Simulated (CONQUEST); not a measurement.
**Mo: equation of state with PBE**

The system is Mo.

```xyz
2
Lattice="3.1676 0.0000 0.0000 0.0000 3.1676 0.0000 0.0000 0.0000 3.1676" Properties=species:S:1:pos:R:3 pbc="T T T"
Mo    0.0000    0.0000    0.0000
Mo    1.5838    1.5838    1.5838
```

```json
{"Program": "CONQUEST 1.3", "Task": "equation of state", "Functional": "PBE", "Potentials or basis": "PseudoDojo NC PBE, DZP, grid of 32 × 32 × 32 points", "k mesh": "8 × 8 × 8", "Occupations": "fermi-dirac, width 0.05 eV", "Spin": "no spin polarisation", "Solver": "diagonalisation", "SCF tolerance": "1e-06"}
```

| Quantity | Value |
| --- | --- |
| Equilibrium volume | 15.96 Å³/atom |
| Bulk modulus | 259 GPa |
| Pressure derivative of the bulk modulus | 3.9 (rough: it moves with the points fitted) |

Energy against volume, from the lowest point:
```csv
volume (Å³/atom),energy (meV/atom)
14.938,58.20
15.256,26.35
15.574,6.86
15.892,0.00
16.209,3.15
16.527,14.22
16.845,36.25
```

All runs of the series together: 8.9 min on 1 thread of Intel(R) Xeon(R) Platinum 8488C (Sapphire Rapids) (shared host).

Caveat: the fit is doubtful: noisy points or a state that changes with volume; the DZP basis gives volumes some 2 % larger than converged bases do, and moduli off by several per cent; the basis of atomic orbitals isn't converged, which shifts pressures, moduli and gaps.
